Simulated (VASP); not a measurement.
# SnTe (Pm-3m) in VASP: a series of runs, part 3 of 7

VASP 6.6.1. Earlier steps stand in the parts before.

### Step 26. Equation of state, LDA, 28.87 Å³/atom

Input file INCAR:

```
PREC = Accurate
ENCUT = 250
EDIFF = 1E-6
ISMEAR = 0
SIGMA = 0.05
LREAL = False
LASPH = True
NELM = 100
ALGO = Normal
ISIF = 2
LWAVE = False
LCHARG = False
GGA = CA
ADDGRID = False
```

Input file KPOINTS:

```
regular mesh
0
Gamma
  4 4 4
```

Input file POSCAR:

```
SnTe
1.0
    3.8652558891      0.0000000000      0.0000000000
    0.0000000000      3.8652558891      0.0000000000
    0.0000000000      0.0000000000      3.8652558891
Te Sn
1 1
Direct
    0.5000000000      0.5000000000      0.5000000000
    0.0000000000      0.0000000000      0.0000000000
```

Run with:

```
$ cat potpaw_LDA.64/Te/POTCAR potpaw_LDA.64/Sn_d/POTCAR > POTCAR
$ mpirun -np 1 vasp_std > vasp.out
```

Run time: 2.4 s. Hardware: 1 thread of AMD EPYC 9R14 (Zen 4), shared host; peak memory 0.08 GiB.

The run converged, but some of its settings lie outside the range that counts as converged, so its numbers aren't taken as properties of the crystal.

What came out:

```yaml
Free_energy: -8.2080 eV
Band_gap_on_the_k_mesh: none (metal or under the smearing width)
```

Caveat: the k mesh is coarse (spacing up to 0.41 Å⁻¹), so the values aren't converged; the cutoff is under 1.25 times the usual one of these potentials, so pressure, stress and relaxed cells hold a basis-set (Pulay) error.

### Step 27. Equation of state, LDA, 30.66 Å³/atom

INCAR is that of step 26.

KPOINTS is that of step 26.

Input file POSCAR:

```
SnTe
1.0
    3.9433629105      0.0000000000      0.0000000000
    0.0000000000      3.9433629105      0.0000000000
    0.0000000000      0.0000000000      3.9433629105
Te Sn
1 1
Direct
    0.5000000000      0.5000000000      0.5000000000
    0.0000000000      0.0000000000      0.0000000000
```

Potentials or basis: VASP PAW LDA potentials, release 64 (Te, Sn_d).

Run with:

```
$ cat potpaw_LDA.64/Te/POTCAR potpaw_LDA.64/Sn_d/POTCAR > POTCAR
$ mpirun -np 1 vasp_std > vasp.out
```

It took 2.4 s on 1 thread of AMD EPYC 9R14 (Zen 4), shared host; peak memory 0.08 GiB.

These settings aren't checked as converged: the numbers below hold their error.

What came out:

```
Free energy            : -8.1229 eV
Band gap on the k mesh : none (metal or under the smearing width)
```

Caveat: the k mesh is coarse (spacing up to 0.40 Å⁻¹), so the values aren't converged; the cutoff is under 1.25 times the usual one of these potentials, so pressure, stress and relaxed cells hold a basis-set (Pulay) error.

### Step 28. Equation of state, LDA, 28.87 Å³/atom

INCAR, as its differences from that of step 27:

```diff
@@ -1,3 +1,3 @@
 PREC = Accurate
-ENCUT = 250
+ENCUT = 500
 EDIFF = 1E-6
```

Input file KPOINTS:

```
regular mesh
0
Gamma
  3 3 3
```

Input file POSCAR:

```
SnTe
1.0
    3.8652558891      0.0000000000      0.0000000000
    0.0000000000      3.8652558891      0.0000000000
    0.0000000000      0.0000000000      3.8652558891
Te Sn
1 1
Direct
    0.5000000000      0.5000000000      0.5000000000
    0.0000000000      0.0000000000      0.0000000000
```

Run with:

```
$ cat potpaw_LDA.64/Te/POTCAR potpaw_LDA.64/Sn_d/POTCAR > POTCAR
$ mpirun -np 1 vasp_std > vasp.out
```

Wall time 2.5 s (1 thread of AMD EPYC 9R14 (Zen 4), shared host); peak memory 0.11 GiB.

The run converged, but some of its settings lie outside the range that counts as converged, so its numbers aren't taken as properties of the crystal.

What came out:

```
Free energy            : -8.1832 eV
Pressure               : -0.7 GPa
Band gap on the k mesh : 0.51 eV, indirect (least direct gap 2.12 eV)
```

Caveat: the k mesh is coarse (spacing up to 0.54 Å⁻¹), so the values aren't converged; spin-orbit coupling is left out, which moves the levels of the heavy elements; an odd mesh through Γ misses points on the zone boundary, where band edges often lie.

### Step 29. Equation of state, LDA, 30.66 Å³/atom

INCAR is that of step 28.

KPOINTS is that of step 28.

Input file POSCAR:

```
SnTe
1.0
    3.9433629105      0.0000000000      0.0000000000
    0.0000000000      3.9433629105      0.0000000000
    0.0000000000      0.0000000000      3.9433629105
Te Sn
1 1
Direct
    0.5000000000      0.5000000000      0.5000000000
    0.0000000000      0.0000000000      0.0000000000
```

Run with:

```
$ cat potpaw_LDA.64/Te/POTCAR potpaw_LDA.64/Sn_d/POTCAR > POTCAR
$ mpirun -np 1 vasp_std > vasp.out
```

Run time: 2.9 s. Hardware: 1 thread of AMD EPYC 9R14 (Zen 4), shared host; peak memory 0.11 GiB.

The run converged, but some of its settings lie outside the range that counts as converged, so its numbers aren't taken as properties of the crystal.

Results:

- Free energy: -8.1365 eV
- Pressure: -3.5 GPa
- Band gap on the k mesh: 0.57 eV, indirect (least direct gap 2.00 eV)

Caveat: the k mesh is coarse (spacing up to 0.53 Å⁻¹), so the values aren't converged; spin-orbit coupling is left out, which moves the levels of the heavy elements; an odd mesh through Γ misses points on the zone boundary, where band edges often lie.

### Step 30. Equation of state, LDA, 28.87 Å³/atom

INCAR, as its differences from that of step 29:

```diff
@@ -1,3 +1,3 @@
 PREC = Accurate
-ENCUT = 500
+ENCUT = 300
 EDIFF = 1E-6
```

Input file KPOINTS:

```
regular mesh
0
Gamma
  4 4 4
```

Input file POSCAR:

```
SnTe
1.0
    3.8652558891      0.0000000000      0.0000000000
    0.0000000000      3.8652558891      0.0000000000
    0.0000000000      0.0000000000      3.8652558891
Te Sn
1 1
Direct
    0.5000000000      0.5000000000      0.5000000000
    0.0000000000      0.0000000000      0.0000000000
```

Potentials or basis: VASP PAW LDA potentials, release 64 (Te, Sn_d).

Run with:

```
$ cat potpaw_LDA.64/Te/POTCAR potpaw_LDA.64/Sn_d/POTCAR > POTCAR
$ mpirun -np 1 vasp_std > vasp.out
```

Run time: 3.2 s. Hardware: 1 thread of AMD EPYC 9R14 (Zen 4), shared host; peak memory 0.09 GiB.

The run converged, but some of its settings lie outside the range that counts as converged, so its numbers aren't taken as properties of the crystal.

What came out:

| Property | Result |
| --- | --- |
| Free energy | -8.2082 eV |
| Pressure | -3.5 GPa |
| Band gap on the k mesh | none (metal or under the smearing width) |

Caveat: the k mesh is coarse (spacing up to 0.41 Å⁻¹), so the values aren't converged.

### Step 31. Equation of state, LDA, 30.66 Å³/atom

INCAR is that of step 30.

KPOINTS is that of step 30.

Input file POSCAR:

```
SnTe
1.0
    3.9433629105      0.0000000000      0.0000000000
    0.0000000000      3.9433629105      0.0000000000
    0.0000000000      0.0000000000      3.9433629105
Te Sn
1 1
Direct
    0.5000000000      0.5000000000      0.5000000000
    0.0000000000      0.0000000000      0.0000000000
```

Run with:

```
$ cat potpaw_LDA.64/Te/POTCAR potpaw_LDA.64/Sn_d/POTCAR > POTCAR
$ mpirun -np 1 vasp_std > vasp.out
```

It took 3.2 s on 1 thread of AMD EPYC 9R14 (Zen 4), shared host; peak memory 0.09 GiB.

These settings aren't checked as converged: the numbers below hold their error.

What came out:

| Property | Result |
| --- | --- |
| Free energy | -8.1231 eV |
| Pressure | -4.6 GPa |
| Band gap on the k mesh | none (metal or under the smearing width) |

Caveat: the k mesh is coarse (spacing up to 0.40 Å⁻¹), so the values aren't converged.

### Step 32. Equation of state, LDA, 28.87 Å³/atom

INCAR, as its differences from that of step 31:

```diff
@@ -1,3 +1,3 @@
 PREC = Accurate
-ENCUT = 300
+ENCUT = 600
 EDIFF = 1E-6
```

Input file KPOINTS:

```
regular mesh
0
Gamma
  3 3 3
```

Input file POSCAR:

```
SnTe
1.0
    3.8652558891      0.0000000000      0.0000000000
    0.0000000000      3.8652558891      0.0000000000
    0.0000000000      0.0000000000      3.8652558891
Te Sn
1 1
Direct
    0.5000000000      0.5000000000      0.5000000000
    0.0000000000      0.0000000000      0.0000000000
```

Run with:

```
$ cat potpaw_LDA.64/Te/POTCAR potpaw_LDA.64/Sn_d/POTCAR > POTCAR
$ mpirun -np 1 vasp_std > vasp.out
```

Wall time 3 s (1 thread of AMD EPYC 9R14 (Zen 4), shared host); peak memory 0.12 GiB.

These settings aren't checked as converged: the numbers below hold their error.

What came out:

```
Free energy            : -8.1832 eV
Pressure               : -0.7 GPa
Band gap on the k mesh : 0.51 eV, indirect (least direct gap 2.12 eV)
```

Caveat: the k mesh is coarse (spacing up to 0.54 Å⁻¹), so the values aren't converged; spin-orbit coupling is left out, which moves the levels of the heavy elements; an odd mesh through Γ misses points on the zone boundary, where band edges often lie.

### Step 33. Equation of state, LDA, 30.66 Å³/atom

INCAR is that of step 32.

KPOINTS is that of step 32.

Input file POSCAR:

```
SnTe
1.0
    3.9433629105      0.0000000000      0.0000000000
    0.0000000000      3.9433629105      0.0000000000
    0.0000000000      0.0000000000      3.9433629105
Te Sn
1 1
Direct
    0.5000000000      0.5000000000      0.5000000000
    0.0000000000      0.0000000000      0.0000000000
```

Potentials or basis: VASP PAW LDA potentials, release 64 (Te, Sn_d).

Run with:

```
$ cat potpaw_LDA.64/Te/POTCAR potpaw_LDA.64/Sn_d/POTCAR > POTCAR
$ mpirun -np 1 vasp_std > vasp.out
```

Run time: 3 s. Hardware: 1 thread of AMD EPYC 9R14 (Zen 4), shared host; peak memory 0.12 GiB.

These settings aren't checked as converged: the numbers below hold their error.

What came out:

```yaml
Free_energy: -8.1365 eV
Pressure: -3.4 GPa
Band_gap_on_the_k_mesh: 0.57 eV, indirect (least direct gap 2.00 eV)
```

Caveat: the k mesh is coarse (spacing up to 0.53 Å⁻¹), so the values aren't converged; spin-orbit coupling is left out, which moves the levels of the heavy elements; an odd mesh through Γ misses points on the zone boundary, where band edges often lie.

### Step 34. Equation of state, LDA, 28.87 Å³/atom

INCAR, as its differences from that of step 33:

```diff
@@ -1,3 +1,3 @@
 PREC = Accurate
-ENCUT = 600
+ENCUT = 350
 EDIFF = 1E-6
```

Input file KPOINTS:

```
regular mesh
0
Gamma
  4 4 4
```

Input file POSCAR:

```
SnTe
1.0
    3.8652558891      0.0000000000      0.0000000000
    0.0000000000      3.8652558891      0.0000000000
    0.0000000000      0.0000000000      3.8652558891
Te Sn
1 1
Direct
    0.5000000000      0.5000000000      0.5000000000
    0.0000000000      0.0000000000      0.0000000000
```

Run with:

```
$ cat potpaw_LDA.64/Te/POTCAR potpaw_LDA.64/Sn_d/POTCAR > POTCAR
$ mpirun -np 1 vasp_std > vasp.out
```

It took 3.4 s on 1 thread of AMD EPYC 9R14 (Zen 4), shared host; peak memory 0.09 GiB.

The run converged, but some of its settings lie outside the range that counts as converged, so its numbers aren't taken as properties of the crystal.

What came out:

| Quantity | Value |
| --- | --- |
| Free energy | -8.2077 eV |
| Pressure | -3.5 GPa |
| Band gap on the k mesh | none (metal or under the smearing width) |

Caveat: the k mesh is coarse (spacing up to 0.41 Å⁻¹), so the values aren't converged.

### Step 35. Equation of state, LDA, 30.66 Å³/atom

INCAR is that of step 34.

KPOINTS is that of step 34.

Input file POSCAR:

```
SnTe
1.0
    3.9433629105      0.0000000000      0.0000000000
    0.0000000000      3.9433629105      0.0000000000
    0.0000000000      0.0000000000      3.9433629105
Te Sn
1 1
Direct
    0.5000000000      0.5000000000      0.5000000000
    0.0000000000      0.0000000000      0.0000000000
```

Run with:

```
$ cat potpaw_LDA.64/Te/POTCAR potpaw_LDA.64/Sn_d/POTCAR > POTCAR
$ mpirun -np 1 vasp_std > vasp.out
```

Run time: 3.2 s. Hardware: 1 thread of AMD EPYC 9R14 (Zen 4), shared host; peak memory 0.09 GiB.

These settings aren't checked as converged: the numbers below hold their error.

Results:

- Free energy: -8.1220 eV
- Pressure: -4.5 GPa
- Band gap on the k mesh: none (metal or under the smearing width)

Caveat: the k mesh is coarse (spacing up to 0.40 Å⁻¹), so the values aren't converged.

### Step 36. Equation of state, LDA, 28.87 Å³/atom

INCAR, as its differences from that of step 35:

```diff
@@ -1,3 +1,3 @@
 PREC = Accurate
-ENCUT = 350
+ENCUT = 250
 EDIFF = 1E-6
```

Input file KPOINTS:

```
regular mesh
0
Gamma
  5 5 5
```

Input file POSCAR:

```
SnTe
1.0
    3.8652558891      0.0000000000      0.0000000000
    0.0000000000      3.8652558891      0.0000000000
    0.0000000000      0.0000000000      3.8652558891
Te Sn
1 1
Direct
    0.5000000000      0.5000000000      0.5000000000
    0.0000000000      0.0000000000      0.0000000000
```

Potentials or basis: VASP PAW LDA potentials, release 64 (Te, Sn_d).

Run with:

```
$ cat potpaw_LDA.64/Te/POTCAR potpaw_LDA.64/Sn_d/POTCAR > POTCAR
$ mpirun -np 1 vasp_std > vasp.out
```

It took 2.3 s on 1 thread of AMD EPYC 9R14 (Zen 4), shared host; peak memory 0.08 GiB.

The run converged, but some of its settings lie outside the range that counts as converged, so its numbers aren't taken as properties of the crystal.

What came out:

| Item | Value |
| --- | --- |
| Free energy | -8.3851 eV |
| Band gap on the k mesh | none (metal or under the smearing width) |

Caveat: the cutoff is under 1.25 times the usual one of these potentials, so pressure, stress and relaxed cells hold a basis-set (Pulay) error.

### Step 37. Equation of state, LDA, 30.66 Å³/atom

INCAR is that of step 36.

KPOINTS is that of step 36.

Input file POSCAR:

```
SnTe
1.0
    3.9433629105      0.0000000000      0.0000000000
    0.0000000000      3.9433629105      0.0000000000
    0.0000000000      0.0000000000      3.9433629105
Te Sn
1 1
Direct
    0.5000000000      0.5000000000      0.5000000000
    0.0000000000      0.0000000000      0.0000000000
```

Run with:

```
$ cat potpaw_LDA.64/Te/POTCAR potpaw_LDA.64/Sn_d/POTCAR > POTCAR
$ mpirun -np 1 vasp_std > vasp.out
```

It took 2.1 s on 1 thread of AMD EPYC 9R14 (Zen 4), shared host; peak memory 0.08 GiB.

The run converged, but some of its settings lie outside the range that counts as converged, so its numbers aren't taken as properties of the crystal.

What came out:

```yaml
Free_energy: -8.2943 eV
Band_gap_on_the_k_mesh: none (metal or under the smearing width)
```

Caveat: the cutoff is under 1.25 times the usual one of these potentials, so pressure, stress and relaxed cells hold a basis-set (Pulay) error.

### Step 38. Equation of state, LDA, 28.87 Å³/atom

INCAR, as its differences from that of step 37:

```diff
@@ -1,3 +1,3 @@
 PREC = Accurate
-ENCUT = 250
+ENCUT = 400
 EDIFF = 1E-6
```

Input file KPOINTS:

```
regular mesh
0
Gamma
  4 4 4
```

Input file POSCAR:

```
SnTe
1.0
    3.8652558891      0.0000000000      0.0000000000
    0.0000000000      3.8652558891      0.0000000000
    0.0000000000      0.0000000000      3.8652558891
Te Sn
1 1
Direct
    0.5000000000      0.5000000000      0.5000000000
    0.0000000000      0.0000000000      0.0000000000
```

Run with:

```
$ cat potpaw_LDA.64/Te/POTCAR potpaw_LDA.64/Sn_d/POTCAR > POTCAR
$ mpirun -np 1 vasp_std > vasp.out
```

Wall time 4.8 s (1 thread of AMD EPYC 9R14 (Zen 4), shared host); peak memory 0.11 GiB.

The run converged, but some of its settings lie outside the range that counts as converged, so its numbers aren't taken as properties of the crystal.

Results:

- Free energy: -8.2091 eV
- Pressure: -3.3 GPa
- Band gap on the k mesh: none (metal or under the smearing width)

Caveat: the k mesh is coarse (spacing up to 0.41 Å⁻¹), so the values aren't converged.

### Step 39. Equation of state, LDA, 30.66 Å³/atom

INCAR is that of step 38.

KPOINTS is that of step 38.

Input file POSCAR:

```
SnTe
1.0
    3.9433629105      0.0000000000      0.0000000000
    0.0000000000      3.9433629105      0.0000000000
    0.0000000000      0.0000000000      3.9433629105
Te Sn
1 1
Direct
    0.5000000000      0.5000000000      0.5000000000
    0.0000000000      0.0000000000      0.0000000000
```

Potentials or basis: VASP PAW LDA potentials, release 64 (Te, Sn_d).

Run with:

```
$ cat potpaw_LDA.64/Te/POTCAR potpaw_LDA.64/Sn_d/POTCAR > POTCAR
$ mpirun -np 1 vasp_std > vasp.out
```

Wall time 4.7 s (1 thread of AMD EPYC 9R14 (Zen 4), shared host); peak memory 0.11 GiB.

The run converged, but some of its settings lie outside the range that counts as converged, so its numbers aren't taken as properties of the crystal.

Results:

| Quantity | Value |
| --- | --- |
| Free energy | -8.1238 eV |
| Pressure | -4.4 GPa |
| Band gap on the k mesh | none (metal or under the smearing width) |

Caveat: the k mesh is coarse (spacing up to 0.40 Å⁻¹), so the values aren't converged.

### Step 40. Equation of state, LDA, 28.87 Å³/atom

INCAR, as its differences from that of step 39:

```diff
@@ -4,3 +4,3 @@
 ISMEAR = 0
-SIGMA = 0.05
+SIGMA = 0.5
 LREAL = False
```

KPOINTS is that of step 39.

Input file POSCAR:

```
SnTe
1.0
    3.8652558891      0.0000000000      0.0000000000
    0.0000000000      3.8652558891      0.0000000000
    0.0000000000      0.0000000000      3.8652558891
Te Sn
1 1
Direct
    0.5000000000      0.5000000000      0.5000000000
    0.0000000000      0.0000000000      0.0000000000
```

Run with:

```
$ cat potpaw_LDA.64/Te/POTCAR potpaw_LDA.64/Sn_d/POTCAR > POTCAR
$ mpirun -np 1 vasp_std > vasp.out
```

Wall time 4 s (1 thread of AMD EPYC 9R14 (Zen 4), shared host); peak memory 0.11 GiB.

The run converged, but some of its settings lie outside the range that counts as converged, so its numbers aren't taken as properties of the crystal.

What came out:

| Item | Value |
| --- | --- |
| Free energy | -8.3362 eV |
| Pressure | -2.4 GPa |
| Band gap on the k mesh | none (metal or under the smearing width) |

Caveat: the k mesh is coarse (spacing up to 0.41 Å⁻¹), so the values aren't converged.

### Step 41. Equation of state, LDA, 30.66 Å³/atom

INCAR is that of step 40.

KPOINTS is that of step 40.

Input file POSCAR:

```
SnTe
1.0
    3.9433629105      0.0000000000      0.0000000000
    0.0000000000      3.9433629105      0.0000000000
    0.0000000000      0.0000000000      3.9433629105
Te Sn
1 1
Direct
    0.5000000000      0.5000000000      0.5000000000
    0.0000000000      0.0000000000      0.0000000000
```

Run with:

```
$ cat potpaw_LDA.64/Te/POTCAR potpaw_LDA.64/Sn_d/POTCAR > POTCAR
$ mpirun -np 1 vasp_std > vasp.out
```

Run time: 4 s. Hardware: 1 thread of AMD EPYC 9R14 (Zen 4), shared host; peak memory 0.11 GiB.

The run converged, but some of its settings lie outside the range that counts as converged, so its numbers aren't taken as properties of the crystal.

Results:

* Free energy: -8.2609 eV
* Pressure: -4.4 GPa
* Band gap on the k mesh: none (metal or under the smearing width)

Caveat: the k mesh is coarse (spacing up to 0.40 Å⁻¹), so the values aren't converged.

### Step 42. Equation of state, LDA, 28.87 Å³/atom

INCAR, as its differences from that of step 41:

```diff
@@ -4,3 +4,3 @@
 ISMEAR = 0
-SIGMA = 0.5
+SIGMA = 0.2
 LREAL = False
```

KPOINTS is that of step 41.

Input file POSCAR:

```
SnTe
1.0
    3.8652558891      0.0000000000      0.0000000000
    0.0000000000      3.8652558891      0.0000000000
    0.0000000000      0.0000000000      3.8652558891
Te Sn
1 1
Direct
    0.5000000000      0.5000000000      0.5000000000
    0.0000000000      0.0000000000      0.0000000000
```

Potentials or basis: VASP PAW LDA potentials, release 64 (Te, Sn_d).

Run with:

```
$ cat potpaw_LDA.64/Te/POTCAR potpaw_LDA.64/Sn_d/POTCAR > POTCAR
$ mpirun -np 1 vasp_std > vasp.out
```

Run time: 4.2 s. Hardware: 1 thread of AMD EPYC 9R14 (Zen 4), shared host; peak memory 0.11 GiB.

The run converged, but some of its settings lie outside the range that counts as converged, so its numbers aren't taken as properties of the crystal.

Results:

| Item | Value |
| --- | --- |
| Free energy | -8.2368 eV |
| Pressure | -2.7 GPa |
| Band gap on the k mesh | none (metal or under the smearing width) |

Caveat: the k mesh is coarse (spacing up to 0.41 Å⁻¹), so the values aren't converged.

### Step 43. Equation of state, LDA, 30.66 Å³/atom

INCAR is that of step 42.

KPOINTS is that of step 42.

Input file POSCAR:

```
SnTe
1.0
    3.9433629105      0.0000000000      0.0000000000
    0.0000000000      3.9433629105      0.0000000000
    0.0000000000      0.0000000000      3.9433629105
Te Sn
1 1
Direct
    0.5000000000      0.5000000000      0.5000000000
    0.0000000000      0.0000000000      0.0000000000
```

Run with:

```
$ cat potpaw_LDA.64/Te/POTCAR potpaw_LDA.64/Sn_d/POTCAR > POTCAR
$ mpirun -np 1 vasp_std > vasp.out
```

It took 4.1 s on 1 thread of AMD EPYC 9R14 (Zen 4), shared host; peak memory 0.11 GiB.

These settings aren't checked as converged: the numbers below hold their error.

Results:

```yaml
Free_energy: -8.1586 eV
Pressure: -4.3 GPa
Band_gap_on_the_k_mesh: none (metal or under the smearing width)
```

Caveat: the k mesh is coarse (spacing up to 0.40 Å⁻¹), so the values aren't converged.

### Step 44. Equation of state, LDA, 28.87 Å³/atom

INCAR, as its differences from that of step 43:

```diff
@@ -4,3 +4,3 @@
 ISMEAR = 0
-SIGMA = 0.2
+SIGMA = 0.01
 LREAL = False
```

KPOINTS is that of step 43.

Input file POSCAR:

```
SnTe
1.0
    3.8652558891      0.0000000000      0.0000000000
    0.0000000000      3.8652558891      0.0000000000
    0.0000000000      0.0000000000      3.8652558891
Te Sn
1 1
Direct
    0.5000000000      0.5000000000      0.5000000000
    0.0000000000      0.0000000000      0.0000000000
```

Run with:

```
$ cat potpaw_LDA.64/Te/POTCAR potpaw_LDA.64/Sn_d/POTCAR > POTCAR
$ mpirun -np 1 vasp_std > vasp.out
```

It took 5.5 s on 1 thread of AMD EPYC 9R14 (Zen 4), shared host; peak memory 0.11 GiB.

The run converged, but some of its settings lie outside the range that counts as converged, so its numbers aren't taken as properties of the crystal.

What came out:

```
Free energy            : -8.2052 eV
Pressure               : -3.6 GPa
Band gap on the k mesh : none (metal or under the smearing width)
```

Caveat: the k mesh is coarse (spacing up to 0.41 Å⁻¹), so the values aren't converged.

[end of part 3 of 7]
